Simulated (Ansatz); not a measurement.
In, 1 atom in the cell. The structure is tetragonal, space group I4/mmm (No. 139). The conventional cell has a = 3.251 Å, b = 3.251 Å, c = 4.947 Å, α = 90.00°, β = 90.00°, γ = 90.00°. In (site symmetry 4/mmm) is surrounded by 12 In at 3.25 to 3.38 Å. 

| Property | Result |
| --- | --- |
| Program | Ansatz 0.2.0 |
| Task | single point |
| Functional | r2SCAN50 |
| Potentials or basis | Ansatz PAW |
| Cutoff | 500 eV (not typed: the program's choice for these potentials) |
| k mesh | 6 × 6 × 6 |
| Occupations | fermi-dirac, width 0.05 eV |
| Spin | no spin polarisation |

Potentials or basis: Ansatz PAW.

Run with:

```console
$ ansatz run input.yaml --threads 2 --pin off --max-ram 5632MiB --backend cpu --events-out ev --progress --plain --runs-dir out
```

Hardware: 2 threads of Arm Neoverse V2, with other jobs on the host.

How long does it take, and how much memory?

Wall time 15 s on 2 threads of Arm Neoverse V2 (shared host), peak memory 0.92 GiB. Counts: scf iterations 24, plane waves 641, k points 30, bands 11.
